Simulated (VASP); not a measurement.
# Pt: single point with PBE

The system is Pt.

```
CELL_PARAMETERS angstrom
0.00000 1.96090 1.96090
1.96090 0.00000 1.96090
1.96090 1.96090 0.00000
ATOMIC_POSITIONS crystal
Pt 0.00000 0.00000 0.00000
```

```
Program                : VASP 6.6.1
Task                   : single point
Functional             : PBE
Potentials or basis    : VASP PAW PBE potentials, release 64 (Pt)
Cutoff                 : 520 eV
k mesh                 : 8 × 8 × 8
Occupations            : gaussian, width 0.1 eV
Spin                   : no spin polarisation
Further INCAR settings : ALGO = Normal; EDIFF = 1e-07
```

```yaml
Pressure: 8.9 GPa
Band_gap_on_the_k_mesh: none (metal or under the smearing width)
```

Levels at points of the mesh, in eV from the Fermi level:
```tsv
k point	band 3	band 4	band 5	band 6	band 7	band 8
(0.00, 0.00, 0.00)	-3.75	-3.75	-1.60	-1.60	14.71	19.68
(0.50, 0.00, 0.00)	-3.81	-0.40	0.07	0.07	5.89	14.28
(0.50, 0.50, 0.00)	0.04	0.52	0.52	1.85	8.93	11.46
```

It used 4.2 s of CPU time on 1 thread of Intel(R) Xeon(R) Platinum 8559C (Emerald Rapids) (shared host), which was overloaded at the time.

Spin-orbit coupling is left out, which matters for the levels of Pt.
